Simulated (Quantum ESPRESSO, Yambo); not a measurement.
# BeTe (F-43m): G0W0 with Yambo, start to end, part 2 of 3

How does a plane-wave GW calculation on BeTe (F-43m) run from the first input to the gap?

Quantum ESPRESSO 7.5 and Yambo 5.3.0; PBE and many-body steps on it, plane waves. Known limits of the many-body steps: not at the basis limit; coarse k mesh.

So far. Step 2 (Ground state): The gap is indirect, with the least direct gap 1.59 eV higher. Step 3 (Bands along the symmetry lines): The gap is 1.734 eV, as in the run before at this level.

### Step 4. Empty states on the mesh, 4×4×4 mesh, 360 bands

Level of this step: DFT, PBE with spin-orbit coupling, plane waves, norm-conserving pseudopotentials (Quantum ESPRESSO).

The sums over transitions need many empty states on a uniform mesh; this step solves for them.

Contents of pw.in:

```
&control
  calculation = 'nscf'
  prefix = 'x'
  outdir = 'o'
  pseudo_dir = 'pseudo'
/
&system
  ibrav = 0
  nat = 2
  ntyp = 2
  ecutwfc = 88.0
  nbnd = 360
  force_symmorphic = .true.
  noncolin = .true.
  lspinorb = .true.
/
&electrons
  conv_thr = 1e-9
  electron_maxstep = 80
  diago_full_acc = .true.
  diago_thr_init = 5e-6
/
ATOMIC_SPECIES
  Be 9.012 Be.upf
  Te 127.6 Te.upf
CELL_PARAMETERS angstrom
  -0.0000000000 2.8314587876 2.8314587876
  2.8314587876 0.0000000000 2.8314587876
  2.8314587876 2.8314587876 0.0000000000
ATOMIC_POSITIONS crystal
  Be 0.0000000000 0.0000000000 0.0000000000
  Te 0.7500000000 0.7500000000 0.7500000000
K_POINTS automatic
  4 4 4 0 0 0
```

Launch:

```sh
$ OMP_NUM_THREADS=1 mpirun -n 4 pw.x -nk 4 -in pw.in > pw.out
```

The program printed:

```text
[banner, memory and clock lines left out]
Program PWSCF v.7.5 starts

     Atomic positions and unit cell read from directory:
     o/x.save/

     Message from routine setup:
     using ibrav=0 with symmetry is DISCOURAGED, use correct ibrav instead

     G-vector sticks info

     bravais-lattice index     =            0
     lattice parameter (alat)  =       7.5670  a.u.
     unit-cell volume          =     306.3778 (a.u.)^3
     number of atoms/cell      =            2
     number of atomic types    =            2
     number of electrons       =        28.00
     number of Kohn-Sham states=          360
     kinetic-energy cutoff     =      88.0000  Ry
     charge density cutoff     =     352.0000  Ry
     Exchange-correlation= PBE
                           (   1   4   3   4   0   0   0)
     Non magnetic calculation with spin-orbit

     celldm(1)=   7.567007  celldm(2)=   0.000000  celldm(3)=   0.000000
     celldm(4)=   0.000000  celldm(5)=   0.000000  celldm(6)=   0.000000

     crystal axes: (cart. coord. in units of alat)
               a(1) = (  -0.000000   0.707107   0.707107 )
               a(2) = (   0.707107   0.000000   0.707107 )
               a(3) = (   0.707107   0.707107   0.000000 )

     reciprocal axes: (cart. coord. in units 2 pi/alat)
               b(1) = ( -0.707107  0.707107  0.707107 )
               b(2) = (  0.707107 -0.707107  0.707107 )
               b(3) = (  0.707107  0.707107 -0.707107 )
     Pseudo is Norm-conserving, Zval =  4.0
     Generated using ONCVPSP code by D. R. Hamann
     Using radial grid of 1358 points,  6 beta functions with:
     Pseudo is Norm-conserving + core correction, Zval = 24.0
     Generated using ONCVPSP code by D. R. Hamann
     Using radial grid of 1324 points, 10 beta functions with:
     Be                4.00     9.01200     Be( 1.00)
     Te               24.00   127.60000     Te( 1.00)

     24 Sym. Ops. (no inversion) found

   Cartesian axes

     site n.     atom                  positions (alat units)
         1        Be     tau(   1) = (   0.0000000   0.0000000   0.0000000  )
         2        Te     tau(   2) = (   1.0606602   1.0606602   1.0606602  )

     number of k points=     8
                       cart. coord. in units 2pi/alat
        k(    1) = (   0.0000000   0.0000000   0.0000000), wk =   0.0156250
        k(    2) = (   0.1767767   0.1767767  -0.1767767), wk =   0.1250000
        k(    3) = (  -0.3535534  -0.3535534   0.3535534), wk =   0.0625000
[...]
k(    7) = (  -0.7071068   0.0000000   0.0000000), wk =   0.0468750
        k(    8) = (  -0.7071068   0.3535534   0.0000000), wk =   0.0937500

     Dense  grid:    34327 G-vectors     FFT dimensions: (  45,  45,  45)

     The potential is recalculated from file :
     o/x.save/charge-density

     Starting wfcs are   30 randomized atomic wfcs +  330 random wfcs

     Band Structure Calculation

     End of band structure calculation

          k = 0.0000 0.0000 0.0000 (  4279 PWs)   bands (ev):

  -150.2883-150.2883-107.1048-107.1048 -97.3968 -97.3968 -97.3968 -97.3968
   -91.9320 -91.9320 -28.5735 -28.5735 -28.5735 -28.5735 -27.1159 -27.1159
   -27.1081 -27.1081 -27.1081 -27.1081  -3.7320  -3.7320   7.8024   7.8024
     8.7377   8.7377   8.7377   8.7377  12.0573  12.0573  12.1192  12.1192
[...]
[... 33 further rows ...]
[...]
k = 0.1768 0.1768-0.1768 (  4272 PWs)   bands (ev):

  -150.2883-150.2883-107.1048-107.1048 -97.3969 -97.3969 -97.3968 -97.3968
[...]
[... 33 further rows ...]
[...]
k =-0.3536-0.3536 0.3536 (  4314 PWs)   bands (ev):

  -150.2883-150.2883-107.1048-107.1048 -97.3969 -97.3969 -97.3969 -97.3969
[...]
[... 33 further rows ...]
   132.0162 132.0162 132.4682 132.4682 132.4787 132.4787 133.1203 133.1203
   133.1617 133.1617 135.1384 135.1384 135.4491 135.4491 136.8267 136.8267

          k = 0.3536 0.0000 0.0000 (  4256 PWs)   bands (ev):

     [... further k-points ...]

     highest occupied, lowest unoccupied level (ev):     8.7377   10.4720

     XML data file, pseudopotentials, collected wavefunctions
```

Wall time 74 s (4 MPI ranks of Arm Neoverse V2, shared host); peak memory 1.3 GiB; 4.9 min of CPU time.

Numbers from this step:

| Property | Result |
| --- | --- |
| gap | 1.734 eV |
| k of the valence top | 0, 0, 0 |
| k of the conduction bottom | 0, -0.5, -0.5 |
| least direct gap | 3.320 eV |
| k points computed | 8 |
| lowest point of the top converged band, above the valence top | 121.5123 eV |

On this mesh the gap is 1.734 eV.

### Step 5. Conversion and set-up

This step: Yambo 5.3.0; conversion and set-up on PBE with spin-orbit coupling, plane waves, norm-conserving pseudopotentials.

The states are converted to the many-body program's format and the q mesh is built.

Launch:

```sh
$ (cd o/x.save; p2y > p2y.log; mv SAVE ../..); yambo > setup.log
```

The program printed:

```text
 Yambo, version 5.3.0

 [02] CORE Variables Setup
 =========================

  [02.01] Unit cells
  ==================

  Cell kind             :  FCC
  Atoms in the cell     :  Be  Te
  number of Be atoms    :  1
  number of Te atoms    :  1

  List of atomic masses
  Mass of Be    :  9.012000
  Mass of Te    :  127.6000

  List of atomic coordinates    : [cc]
  Be1       :  0.000000  0.000000  0.000000  order 1
  Te1       :  8.026022  8.026022  8.026022  order 2

  Alat factors          :  5.350682  5.350682  5.350682 [a.u.]
  Direct lattice volume :  306.3778 [a.u.]
  Direct lattice vectors:  A[ 1 ]  A[ 2 ]  A[ 3 ]
   A[ 1 ]: -0.000000  1.000000  1.000000  [iru]
  -0.000000  5.350682  5.350682  [cc]
   A[ 2 ]:  1.000000  0.000000  1.000000  [iru]
   5.350682  0.000000  5.350682  [cc]
   A[ 3 ]:  1.000000  1.000000  0.000000  [iru]
   5.350682  5.350682  0.000000  [cc]

  Recip. lattice volume :  0.809622 [a.u.]
  Recip. lattice vectors:  B[ 1 ]  B[ 2 ]  B[ 3 ]
   B[ 1 ]: -0.500000  0.500000  0.500000  [iku]
  -0.587139  0.587139  0.587139  [cc]
   B[ 2 ]:  0.500000 -0.500000  0.500000  [iku]
   0.587139 -0.587139  0.587139  [cc]
   B[ 3 ]:  0.500000  0.500000 -0.500000  [iku]
   0.587139  0.587139 -0.587139  [cc]

  [02.02] Symmetries
  ==================

  Inversion symmetry    : yes
  Spatial inversion     : no
  Inversion index       :  25
  K-space Time-reversal : yes
  Magnetic symmetries   : no
  Time-reversal derived K-space symmetries:   25   48
  Group table correct   : yes
  Symmetries units      :  [cc]

   [S  1]:   1.0000      0.11739E-16  0.11739E-16  0.11739E-16   1.0000     -0.11739E-16 -0.11739E-16 -0.11739E-16   1.0000
   [S  2]:  -1.0000     -0.11739E-16  0.11739E-16 -0.11739E-16  -1.0000     -0.11739E-16  0.11739E-16  0.11739E-16   1.0000
   [S  3]:  -1.0000      0.11739E-16 -0.11739E-16 -0.11739E-16   1.0000      0.11739E-16  0.11739E-16 -0.11739E-16  -1.0000
[...]
[S  9]:  0.11739E-16   1.0000      0.11739E-16 -0.11739E-16  0.11739E-16   1.0000       1.0000     -0.11739E-16 -0.11739E-16
   [S 10]:  0.11739E-16  -1.0000     -0.11739E-16 -0.11739E-16 -0.11739E-16  -1.0000       1.0000      0.11739E-16  0.11739E-16
     [... 36 further rows ...]
   [S*47]:   1.0000      0.11739E-16 -0.11739E-16  0.11739E-16 -0.11739E-16  -1.0000     -0.11739E-16   1.0000      0.11739E-16
   [S*48]:   1.0000     -0.11739E-16  0.11739E-16  0.11739E-16  0.11739E-16   1.0000     -0.11739E-16  -1.0000     -0.11739E-16

  [02.03] Reciprocal space
  ========================

  nG shells         :   342
  nG charge         :   34327
  nG WFs            :   5183
  nC WFs            :   4314
  G-vecs. in first 34 shells:  [ Number ]
     1    9   15   27   51   59   65   89  113
    137   169   181   229   259   283   307   331   339
    387   411   459   531   537   561   609   645   701
    725   749   821   869   893   941   965
  ...
[...]
K/Q-points units:
  rlu = crystal or reduced units; cc = cartesian coordinates; iku = interal k-units

  K [1]          [rlu]:  0.000000  0.000000  0.000000
         WF components:   4279
  K [2]          [rlu]:  0.73781E-17  0.73781E-17  0.25000
         WF components:   4272
  K [3]          [rlu]: -0.14756E-16 -0.14756E-16 -0.50000
         WF components:   4314
  K [4]          [rlu]:  0.45585E-17  0.25000      0.25000
         WF components:   4256
  K [5]          [rlu]:  0.97405E-17  0.25000     -0.50000
         WF components:   4267
  [... 2 further k-points ...]
  K [8]          [rlu]:  0.250000 -0.500000 -0.250000
         WF components:   4284

  [02.05] Energies & Occupations
  ==============================

  [X] === General ===
  [X] Electronic Temperature                        :  0.000000  0.000000 [eV K]
  [X] Bosonic    Temperature                        :  0.000000  0.000000 [eV K]
  [X] Finite Temperature mode                       : no
  [X] El. density                                   :  0.61673E+24 [cm-3]
  [X] Fermi Level                                   :  8.737735 [eV]

  [X] === Gaps and Widths ===
  [X] Conduction Band Min                           :  1.734287 [eV]
  [X] Valence Band Max                              :  0.000000 [eV]
  [X] Filled Bands                                  :  28
  [X] Empty Bands                                   :    29   360
  [X] Direct Gap                                    :  3.319578 [eV]
  [X] Direct Gap localized at k                     :  1
  [X] Indirect Gap                                  :  1.734287 [eV]
  [X] Indirect Gap between kpts                     :   1   7
  [X] Last valence band width                       :  3.339990 [eV]
  [X] 1st conduction band width                     :  3.211035 [eV]

  E @ K [1]:  [eV]
  -159.0260 -159.0260 -115.8425 -115.8425 -106.1346 -106.1346 -106.1346 -106.1346
  -100.6697 -100.6697  -37.3112  -37.3112  -37.3112  -37.3112  -35.8537  -35.8537
  -35.84585 -35.84585 -35.84585 -35.84585 -12.46975 -12.46975  -0.93533  -0.93533
[...]
occ @ K [1]
[...]
E @ K [2]:  [eV]
[...]
occ @ K [2]
[...]
E @ K [3]:  [eV]
[...]
occ @ K [3]
[...]
E @ K [4]:  [eV]
[...]
occ @ K [4]
[...]
E @ K [5]:  [eV]
[...]
occ @ K [5]
[...]
[... 2 further k-points ...]
  E @ K [8]:  [eV]
[...]
occ @ K [8]
[...]
0.000000  0.000000  0.000000  0.000000  0.000000  0.000000  0.000000  0.000000
   0.000000  0.000000  0.000000  0.000000  0.000000  0.000000  0.000000  0.000000

 [03] Transferred momenta grid and indexing
 ==========================================

 IBZ Q-points                                      :   8
 BZ  Q-points                                      :   64

 K/Q-points units:
 rlu = crystal or reduced units; cc = cartesian coordinates; iku = interal k-units

 Q [1]          [rlu]:  0.000000  0.000000  0.000000
 Q [2]          [rlu]:  0.54651E-16  0.26895E-16  0.25000
 Q [3]          [rlu]: -0.10930E-15 -0.53790E-16 -0.50000
[...]
Q [7]          [rlu]: -0.91171E-17 -0.50000     -0.50000
 Q [8]          [rlu]:  0.250000 -0.500000 -0.250000

  [03.01] X indexes
  =================

   [03.01.01] Sigma indexes
   ========================

 [06] Game Over & Game summary
```

The job ended after 2.6 s (1 MPI rank; peak memory 0.25 GiB).

(Continued in part 3 of 3.)

[Paths, hosts, dates, memory and timing lines, banners, echoed tables and standing remarks are left out of the program output.]

[Logs are printed without paths, hosts, clocks, repeated set-up lines and the standing remarks that a program may print on its own settings, such as how far it seeks lower states.]

[Runs of the session that timed out or met a known fault of the program may be left out.]

[Hosts, paths, dates, database ids (printed as entryN), source tags and the programs' standing remarks are cut or masked in the printed files.]
